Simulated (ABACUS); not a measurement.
# Ag (Fm-3m) in ABACUS: further runs

The runs below take Ag through band structure, equation of state, with BLYP.

Program: ABACUS 3.10.1. These are calculated values, not measurements. Logs are shortened: lines on timing, memory, paths and dates and some standing lists are left out, and cuts for length are marked.

## (1) The crystal as given

Symmetry: Fm-3m, No. 225, cubic system. The conventional cell has a = 4.085 Å, b = 4.085 Å, c = 4.085 Å, α = 90.00°, β = 90.00°, γ = 90.00°. Around Ag (site symmetry m-3m) lie 12 Ag at 2.89 Å.

## (2) Band structure, BLYP

INPUT reads:

```
INPUT_PARAMETERS
suffix              Ag
calculation         nscf
basis_type          lcao
pseudo_dir          ./
orbital_dir         ./
symmetry            -1
dft_functional      GGA_X_B88+GGA_C_LYP
ecutwfc             100.0
pseudo_rcut         10
nspin               1
nbands              20
ks_solver           genelpa
smearing_method     fd
smearing_sigma      0.00367493
scf_thr             1e-07
scf_nmax            100
mixing_type         broyden
mixing_beta         0.7
init_chg            file
out_band            1
```

STRU reads:

```
ATOMIC_SPECIES
Ag 107.8682 47_Ag_19_1.9_2.5_pbe_n_v1.0.upf

NUMERICAL_ORBITAL
Ag_confined-atom_7au_3s2p2d1f.orb

LATTICE_CONSTANT
1.8897261246

LATTICE_VECTORS
0.0000000000 2.0427500000 2.0427500000
2.0427500000 0.0000000000 2.0427500000
2.0427500000 2.0427500000 0.0000000000

ATOMIC_POSITIONS
Direct

Ag
0.0
1
0.0000000000 0.0000000000 0.0000000000 1 1 1
```

KPT reads:

```
K_POINTS
12
Line
0.00000000 0.00000000 0.00000000 10 // G
0.50000000 0.00000000 0.50000000 10 // X
0.50000000 0.25000000 0.75000000 10 // W
0.37500000 0.37500000 0.75000000 10 // K
0.00000000 0.00000000 0.00000000 10 // G
0.50000000 0.50000000 0.50000000 10 // L
0.62500000 0.25000000 0.62500000 10 // U
0.50000000 0.25000000 0.75000000 10 // W
0.50000000 0.50000000 0.50000000 10 // L
0.37500000 0.37500000 0.75000000 1 // K
0.62500000 0.25000000 0.62500000 10 // U
0.50000000 0.00000000 0.50000000 1 // X
```

Potentials or basis: SPMS ONCV 1.0 PBE, DZP LCAO (the cutoffs set its grid).

Command:

```
$ OMP_NUM_THREADS=1 mpirun -np 4 abacus > log
```

running log:

```text
ABACUS v3.10.1

               Atomic-orbital Based Ab-initio Computation at UStc

 ------------------------------------------------------------------------------------

 READING GENERAL INFORMATION
                           global_out_dir = OUT.Ag/
                           global_in_card = INPUT
                               pseudo_dir = ./
                              orbital_dir = ./
                                    DSIZE = 4
                                    GSIZE = 1

 READING UNITCELL INFORMATION
                                    ntype = 1
                  lattice constant (Bohr) = 1.88973
              lattice constant (Angstrom) = 1

 READING ATOM TYPE 1
                               atom label = Ag
                      L=0, number of zeta = 3
                      L=1, number of zeta = 2
                      L=2, number of zeta = 2
                      L=3, number of zeta = 1
             number of atom for this type = 1

                        TOTAL ATOM NUMBER = 1
DIRECT COORDINATES
    atom                   x                   y                   z     mag                  vx                  vy                  vz
taud_Ag1            0.0000000000        0.0000000000        0.0000000000  0.0000        0.0000000000        0.0000000000        0.0000000000

                          Volume (Bohr^3) = 115.046
                             Volume (A^3) = 17.0481

 Lattice vectors: (Cartesian coordinate: in unit of a_0)
                   +0            +2.04275            +2.04275
             +2.04275                  +0            +2.04275
             +2.04275            +2.04275                  +0
 Reciprocal vectors: (Cartesian coordinate: in unit of 2 pi/a_0)
            -0.244768           +0.244768           +0.244768
            +0.244768           -0.244768           +0.244768
            +0.244768           +0.244768           -0.244768
 The esolver type has been set to : ksdft_lcao

                PAO radial cut off (Bohr) = 10

 Read in pseudopotential file is 47_Ag_19_1.9_2.5_pbe_n_v1.0.upf
                     pseudopotential type = NC
          exchange-correlation functional = PBE
                 nonlocal core correction = 1
                        valence electrons = 19
                                     lmax = 2
                           number of zeta = 4
                     number of projectors = 6
                           L of projector = 0
                           L of projector = 0
                           L of projector = 1
                           L of projector = 1
                           L of projector = 2
                           L of projector = 2
 XC functional updated to : GGA_X_B88+GGA_C_LYP
          exchange-correlation functional = GGA_X_B88+GGA_C_LYP
     initial pseudo atomic orbital number = 10

 SETUP THE ELECTRONS NUMBER
            electron number of element Ag = 19
      total electron number of element Ag = 19
            AUTOSET number of electrons:  = 19
                           occupied bands = 10
                                   NLOCAL = 26
                                   NBANDS = 20
                                   NBANDS = 20
                                   NLOCAL = 26

[... 43 lines left out ...]
       1  0.00000000  0.00000000  0.00000000  1.0000
       2  0.05000000  0.00000000  0.05000000  1.0000
       3  0.10000000  0.00000000  0.10000000  1.0000
       4  0.15000000  0.00000000  0.15000000  1.0000
       5  0.20000000  0.00000000  0.20000000  1.0000
       6  0.25000000  0.00000000  0.25000000  1.0000
[... 22 lines left out ...]
      29  0.40000000  0.35000000  0.75000000  1.0000
      30  0.38750000  0.36250000  0.75000000  1.0000
[... 72 further k points ...]

           k-point number in this process = 102
       minimum distributed K point number = 102

[... K-POINTS CARTESIAN COORDINATES: 102 rows ...]

[... K-POINTS DIRECT COORDINATES: 102 rows ...]

 SETUP PLANE WAVES FOR WAVE FUNCTIONS
     energy cutoff for wavefunc (unit:Ry) = 100
              fft grid for wave functions = [ 36, 36, 36 ]
                    number of plane waves = 2565
                         number of sticks = 253

 PARALLEL PW FOR WAVE FUNCTIONS
     PROC   COLUMNS(POT)             PW
        1             63            641
        2             63            641
        3             63            642
        4             64            641
 --------------- sum -------------------
        4            253           2565

 SET NONLOCAL PSEUDOPOTENTIAL PROJECTORS
 max number of nonlocal projetors among all species is 6

 -------------------------------------------
 NONSELF-CONSISTENT
 -------------------------------------------

 SETUP SEARCHING RADIUS FOR PROGRAM TO SEARCH ADJACENT ATOMS
                  longest orb rcut (Bohr) = 7
   longest nonlocal projector rcut (Bohr) = 2.5
                     search radius (Bohr) = 19
              searching radius is (Bohr)) = 19
         searching radius unit is (Bohr)) = 1.89
                         PeriodicBoundary = 1
                        Radius(unit:lat0) = 10.1
                                   glayer = [ 6, 6, 6 ]
                             glayer_minus = [ 5, 5, 5 ]

Find the coordinate range of the input atom(unit:lat0).
                                  min_tau = [ -20.4, -20.4, -20.4 ]
                                  max_tau = [ 20.4, 20.4, 20.4 ]
                                BoxNumber = [ 11, 11, 11 ]

 SETUP EXTENDED REAL SPACE GRID FOR GRID INTEGRATION
                          real space grid = [ 36, 36, 36 ]
                 big cell numbers in grid = [ 12, 12, 12 ]
             meshcell numbers in big cell = [ 3, 3, 3 ]
                        extended fft grid = [ 19, 19, 19 ]
                dimension of extened grid = [ 51, 51, 51 ]
                            UnitCellTotal = 125
              Atom number in sub-FFT-grid = 1
    Local orbitals number in sub-FFT-grid = 26
                                ParaV.nnr = 42081
                                 init_chg = file
 try to read charge from file
 Read in the charge density: OUT.Ag//Ag-CHARGE-DENSITY.restart

 LCAO ALGORITHM --------------- ION=   1  ELEC=   1--------------------------------
[... levels at 102 k points of this process ...]

 Density error is 0.00000000000
----------------------------------------------------------
     Energy           Rydberg                 eV
----------------------------------------------------------
 E_KohnSham     -297.1365324237      -4042.7499249239
 E_KS(sigma->0) -297.1364920195      -4042.7493751973
 E_Harris       -297.1365324237      -4042.7499249239
 E_band         -15.1894986556       -206.6637314795
 E_one_elec     -103.4198916936      -1407.0998135763
 E_Hartree      62.3954308232        848.9333883606
 E_xc           -41.7294589990       -567.7584168434
 E_Ewald        -214.3825317460      -2916.8239834116
 E_entropy(-TS) -0.0000808083        -0.0010994533
 E_descf        0.0000000000         0.0000000000
 E_exx          0.0000000000         0.0000000000
 E_Fermi        1.5381347481         20.9273968655
----------------------------------------------------------

 charge density convergence is achieved
 final etot is -4042.7499249 eV
 EFERMI = 20.927396866 eV

 STATE ENERGY(eV) AND OCCUPATIONS    NSPIN == 1
 1/102 kpoint (Cartesian) = 0.0000 0.0000 0.0000 (479 pws)
       1       -73.3601      0.0196078
       2       -36.6382      0.0196078
       3       -36.6382      0.0196078
       4       -36.6382      0.0196078
       5        11.0389      0.0196078
       6        13.9634      0.0196078
[... 122 lines left out ...]
      19        53.0055        0.00000
      20        58.1547        0.00000

[... levels at 96 further k points ...]

 --------------------------------------------
 !FINAL_ETOT_IS -4042.749924923945 eV
 --------------------------------------------

 Output bands in file: OUT.Ag/BANDS_1.dat
```

Wall time 1.2 s (4 MPI ranks of Intel Xeon Platinum 8375C at 2.90GHz (Ice Lake), shared host); peak memory 0.36 GiB.

Levels at the corners of the path, in eV from the Fermi level:
| point | band 7 | band 8 | band 9 | band 10 | band 11 | band 12 |
| --- | --- | --- | --- | --- | --- | --- |
| Γ | -4.83 | -4.83 | -3.79 | -3.79 | 16.99 | 20.19 |
| X | -3.02 | -2.77 | -2.77 | 1.70 | 6.68 | 10.67 |
| W | -5.08 | -3.78 | -2.77 | 6.02 | 6.02 | 6.80 |
| K | -4.08 | -3.56 | -3.06 | 4.37 | 5.23 | 7.18 |
| Γ | -4.83 | -4.83 | -3.79 | -3.79 | 16.99 | 20.19 |
| L | -4.85 | -2.98 | -2.98 | -0.24 | 3.52 | 16.64 |
| U | -4.08 | -3.56 | -3.06 | 4.37 | 5.23 | 7.18 |
| W | -5.08 | -3.78 | -2.77 | 6.02 | 6.02 | 6.80 |
| L | -4.85 | -2.98 | -2.98 | -0.24 | 3.52 | 16.64 |
| K | -4.08 | -3.56 | -3.06 | 4.37 | 5.23 | 7.18 |
| U | -4.08 | -3.56 | -3.06 | 4.37 | 5.23 | 7.18 |
| X | -3.02 | -2.77 | -2.77 | 1.70 | 6.68 | 10.67 |

Caveat: the atomic orbitals were generated for these runs and aren't a published set; the density is read from an earlier self-consistent run, whose mesh may be coarse; the potentials were made for another functional, which shifts forces and pressure; the basis of atomic orbitals isn't converged, which shifts pressures, moduli and gaps.

## (3) Equation of state, BLYP, 16.03 Å³/atom (volume scaled by 0.94)

run_abacus.py reads:

```python
"""ABACUS run from a structure file: ASE reads it, the script writes STRU, KPT and INPUT."""
import re
import subprocess
from ase.io import read
from ase.units import Bohr

atoms = read("POSCAR")
atoms = atoms[(-atoms.numbers).argsort(kind="stable")]  # ABACUS lists atoms element by element
pseudo = {'Ag': '47_Ag_19_1.9_2.5_pbe_n_v1.0.upf'}
orbital = {'Ag': 'Ag_confined-atom_7au_3s2p2d1f.orb'}
magmoms = None
kmesh = [10, 10, 10]
params = {
    'suffix': 'Ag',
    'calculation': 'scf',
    'basis_type': 'lcao',
    'pseudo_dir': './',
    'orbital_dir': './',
    'symmetry': 1,
    'dft_functional': 'GGA_X_B88+GGA_C_LYP',
    'ecutwfc': 100,
    'pseudo_rcut': 10,
    'nspin': 1,
    'nbands': 14,
    'ks_solver': 'genelpa',
    'smearing_method': 'fd',
    'smearing_sigma': 0.00367493,
    'scf_thr': 1e-07,
    'scf_nmax': 100,
    'mixing_type': 'broyden',
    'mixing_beta': 0.7,
    'cal_force': 1,
    'cal_stress': 1,
    'out_mul': 1,
}

symbols = atoms.get_chemical_symbols()
elements = list(dict.fromkeys(symbols))
lines = ["ATOMIC_SPECIES"] + [f"{e} {atoms.get_masses()[symbols.index(e)]:.4f} {pseudo[e]}" for e in elements]
if orbital:
    lines += ["", "NUMERICAL_ORBITAL"] + [orbital[e] for e in elements]
lines += ["", "LATTICE_CONSTANT", f"{1 / Bohr:.10f}", "", "LATTICE_VECTORS"]
lines += [" ".join(f"{x:.10f}" for x in v) for v in atoms.cell]
lines += ["", "ATOMIC_POSITIONS", "Direct"]
for e in elements:
    lines += ["", e, "0.0", str(symbols.count(e))]
    for i, p in enumerate(atoms.get_scaled_positions(wrap=False)):
        if symbols[i] == e:
            mag = "" if magmoms is None else " mag " + " ".join(str(x) for x in (magmoms[i] if isinstance(magmoms[i], list) else [magmoms[i]]))
            lines.append(" ".join(f"{x:.10f}" for x in p) + " 1 1 1" + mag)
open("STRU", "w").write("\n".join(lines) + "\n")
open("KPT", "w").write("K_POINTS\n0\nGamma\n%d %d %d 0 0 0\n" % tuple(kmesh))
open("INPUT", "w").write("INPUT_PARAMETERS\n" + "".join(f"{k:<20s}{v}\n" for k, v in params.items()))

done = subprocess.run(['mpirun', '-np', '4', 'abacus'])
if done.returncode:
    raise SystemExit(done.returncode)
log = open("OUT.Ag/running_scf.log").read()
print("final energy (eV):", re.findall(r"FINAL_ETOT_IS (\S+)", log))
```

POSCAR reads:

```
Ag
1.0
    0.0000000000      2.0010495236      2.0010495236
    2.0010495236      0.0000000000      2.0010495236
    2.0010495236      2.0010495236      0.0000000000
Ag
1
Direct
    0.0000000000      0.0000000000      0.0000000000
```

Potentials or basis: SPMS ONCV 1.0 PBE, DZP LCAO (the cutoffs set its grid).

Command:

```
$ OMP_NUM_THREADS=1 python run_abacus.py > log
```

running log:

```text
ABACUS v3.10.1

               Atomic-orbital Based Ab-initio Computation at UStc

 ------------------------------------------------------------------------------------

 READING GENERAL INFORMATION
                           global_out_dir = OUT.Ag/
                           global_in_card = INPUT
                               pseudo_dir = ./
                              orbital_dir = ./
                                    DSIZE = 4
                                    GSIZE = 1

 READING UNITCELL INFORMATION
                                    ntype = 1
                  lattice constant (Bohr) = 1.88973
              lattice constant (Angstrom) = 1

 READING ATOM TYPE 1
                               atom label = Ag
                      L=0, number of zeta = 3
                      L=1, number of zeta = 2
                      L=2, number of zeta = 2
                      L=3, number of zeta = 1
             number of atom for this type = 1

                        TOTAL ATOM NUMBER = 1
DIRECT COORDINATES
    atom                   x                   y                   z     mag                  vx                  vy                  vz
taud_Ag1            0.0000000000        0.0000000000        0.0000000000  0.0000        0.0000000000        0.0000000000        0.0000000000

                          Volume (Bohr^3) = 108.143
                             Volume (A^3) = 16.0252
[... 306 lines left out ...]
 final etot is -4043.9132014 eV
 EFERMI = 20.36557939 eV

 STATE ENERGY(eV) AND OCCUPATIONS    NSPIN == 1
 1/47 kpoint (Cartesian) = 0.0000 0.0000 0.0000 (458 pws)
       1       -71.9855     0.00200000
       2       -35.2523     0.00200000
       3       -35.2523     0.00200000
       4       -35.2523     0.00200000
       5        12.1065     0.00200000
       6        15.2520     0.00200000
       7        15.2520     0.00200000
       8        15.2520     0.00200000
       9        16.4158     0.00200000
      10        16.4158     0.00200000
      11        37.3337        0.00000
      12        41.0148        0.00000
      13        41.0148        0.00000
      14        41.0148        0.00000
[... 66 lines left out ...]
       1       -71.9620     0.00800000
       2       -35.4620     0.00800000
       3       -35.2839     0.00800000
       4       -35.2839     0.00800000
       5        13.4981     0.00800000
       6        15.2265     0.00800000
       7        15.2265     0.00800000
       8        17.3153     0.00800000
       9        17.3153     0.00800000
      10        19.9206     0.00799891
      11        24.2065    3.47920e-36
      12        36.9393        0.00000
      13        38.8636        0.00000
      14        38.8636        0.00000

[... levels at 41 further k points ...]

 correction force for each atom along direction 1 is 4.62764e-14
 correction force for each atom along direction 2 is -5.99641e-14
 correction force for each atom along direction 3 is -8.89167e-14
------------------------------------------------------------------------------------------
 TOTAL-FORCE (eV/Angstrom)
------------------------------------------------------------------------------------------
                       Ag1         0.0000000000         0.0000000000         0.0000000000
------------------------------------------------------------------------------------------

----------------------------------------------------------------
 TOTAL-STRESS (KBAR)
----------------------------------------------------------------
       228.3275634478         0.0000000000        -0.0000000000
         0.0000000000       228.3275634478         0.0000000000
        -0.0000000000        -0.0000000000       228.3275634478
----------------------------------------------------------------
 TOTAL-PRESSURE: 228.327563 KBAR

 --------------------------------------------
 !FINAL_ETOT_IS -4043.9132014241108664 eV
 --------------------------------------------
```

INPUT:

```text
INPUT_PARAMETERS
suffix              Ag
calculation         scf
basis_type          lcao
pseudo_dir          ./
orbital_dir         ./
symmetry            1
dft_functional      GGA_X_B88+GGA_C_LYP
ecutwfc             100
pseudo_rcut         10
nspin               1
nbands              14
ks_solver           genelpa
smearing_method     fd
smearing_sigma      0.00367493
scf_thr             1e-07
scf_nmax            100
mixing_type         broyden
mixing_beta         0.7
cal_force           1
cal_stress          1
out_mul             1
```

STRU:

```text
ATOMIC_SPECIES
Ag 107.8682 47_Ag_19_1.9_2.5_pbe_n_v1.0.upf

NUMERICAL_ORBITAL
Ag_confined-atom_7au_3s2p2d1f.orb

LATTICE_CONSTANT
1.8897261258

LATTICE_VECTORS
0.0000000000 2.0010495236 2.0010495236
2.0010495236 0.0000000000 2.0010495236
2.0010495236 2.0010495236 0.0000000000

ATOMIC_POSITIONS
Direct

Ag
0.0
1
0.0000000000 0.0000000000 -0.0000000000 1 1 1
```

Wall time 6.4 s (4 MPI ranks of Intel Xeon Platinum 8375C at 2.90GHz (Ice Lake), shared host); peak memory 0.36 GiB.

What came out:

```yaml
Free_energy: -4043.9132 eV
Pressure: 22.8 GPa
Band_gap_on_the_k_mesh: none (metal or under the smearing width)
```

Caveat: the atomic orbitals were generated for these runs and aren't a published set; the potentials were made for another functional, which shifts forces and pressure; the basis of atomic orbitals isn't converged, which shifts pressures, moduli and gaps.

## (4) Equation of state, BLYP, 16.37 Å³/atom (volume scaled by 0.96)

run_abacus.py is that of step 3.

POSCAR reads:

```
Ag
1.0
    0.0000000000      2.0151418859      2.0151418859
    2.0151418859      0.0000000000      2.0151418859
    2.0151418859      2.0151418859      0.0000000000
Ag
1
Direct
    0.0000000000      0.0000000000      0.0000000000
```

Command:

```
$ OMP_NUM_THREADS=1 python run_abacus.py > log
```

Run time: 6.3 s. Hardware: 4 MPI ranks of Intel Xeon Platinum 8375C at 2.90GHz (Ice Lake), shared host; peak memory 0.36 GiB.

The run converged. Its results:

* Free energy: -4043.9577 eV
* Pressure: 19.2 GPa
* Band gap on the k mesh: none (metal or under the smearing width)

Caveat: the atomic orbitals were generated for these runs and aren't a published set; the potentials were made for another functional, which shifts forces and pressure; the basis of atomic orbitals isn't converged, which shifts pressures, moduli and gaps.

## (5) Equation of state, BLYP, 16.71 Å³/atom (volume scaled by 0.98)

run_abacus.py is that of step 4.

POSCAR reads:

```
Ag
1.0
    0.0000000000      2.0290398554      2.0290398554
    2.0290398554      0.0000000000      2.0290398554
    2.0290398554      2.0290398554      0.0000000000
Ag
1
Direct
    0.0000000000      0.0000000000      0.0000000000
```

Command:

```
$ OMP_NUM_THREADS=1 python run_abacus.py > log
```

Wall time 6.4 s (4 MPI ranks of Intel Xeon Platinum 8375C at 2.90GHz (Ice Lake), shared host); peak memory 0.36 GiB.

The run converged. Its results:

| Item | Value |
| --- | --- |
| Free energy | -4043.9950 eV |
| Pressure | 15.9 GPa |
| Band gap on the k mesh | none (metal or under the smearing width) |

Caveat: the atomic orbitals were generated for these runs and aren't a published set; the potentials were made for another functional, which shifts forces and pressure; the basis of atomic orbitals isn't converged, which shifts pressures, moduli and gaps.

(Part 1 of 2 ends here.)
